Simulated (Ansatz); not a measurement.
**InP: a single-point run**

Aim: a sound single-point run of InP. The structure is shown as the input types it. The cell is built on a prototype (rocksalt) and needn't be the phase found in nature.

Program: Ansatz 0.2.0. Level of theory: density functional or hybrid calculation with the settings of its input, plane waves (as first typed). These are calculated values, not measurements.

2 further runs of the same task are left out: 2 that didn't finish.

## Step 1: Starting point

It takes space group Fm-3m (No. 225, cubic). The conventional cell has a = 5.491 Å, b = 5.491 Å, c = 5.491 Å, α = 90.00°, β = 90.00°, γ = 90.00°. Around In (site symmetry m-3m) lie 6 P at 2.75 Å. P (site symmetry m-3m) has 6 In at 2.75 Å as nearest neighbours.

The input asks for a charge of -2 e on the cell.

Structure file:

```cif
data_structure
_symmetry_space_group_name_H-M 'P 1'
_symmetry_Int_Tables_number 1
_cell_length_a 3.8825
_cell_length_b 3.8825
_cell_length_c 3.8825
_cell_angle_alpha 60.000
_cell_angle_beta 60.000
_cell_angle_gamma 60.000
_cell_volume 41.38
loop_
_atom_site_label
_atom_site_type_symbol
_atom_site_fract_x
_atom_site_fract_y
_atom_site_fract_z
_atom_site_occupancy
In1 In 0.00000 0.00000 0.00000 1
P1 P 0.50000 0.50000 0.50000 1
```

## Step 2: The run

input.yaml reads:

```yaml
crystal:
  lattice:
    - [0.0, 2.7453630729, 2.7453630729]
    - [2.7453630729, 0.0, 2.7453630729]
    - [2.7453630729, 2.7453630729, 0.0]
  atoms:
    - { symbol: In, position: [0.0, 0.0, 0.0] }
    - { symbol: P, position: [0.5, 0.5, 0.5] }
kpoints:
  mp_grid: { grid: [6, 6, 6] }
hamiltonian:
  xc: r2scan
scf:
  occupations: { method: fermi_dirac, width: 0.02 }
  n_extra_bands: 4
  max_iter: 84
output:
  forces: true
  stress: true
  eigenvalues: true
total_charge: -2
```

Run with:

```console
> ansatz run input.yaml --threads 4 --pin off --max-ram 3686MiB --backend cpu --events-out ev --progress --plain --runs-dir out
```

**Question.** How will this run end, and is anything wrong with its input?

This run ends as converged. Convergence says nothing about whether the input makes sense.

Look at the input: total_charge is -2. The typed charge changes the electron count, so this is no longer the system that was meant.

Run again and compare: delete total_charge (the default then holds).
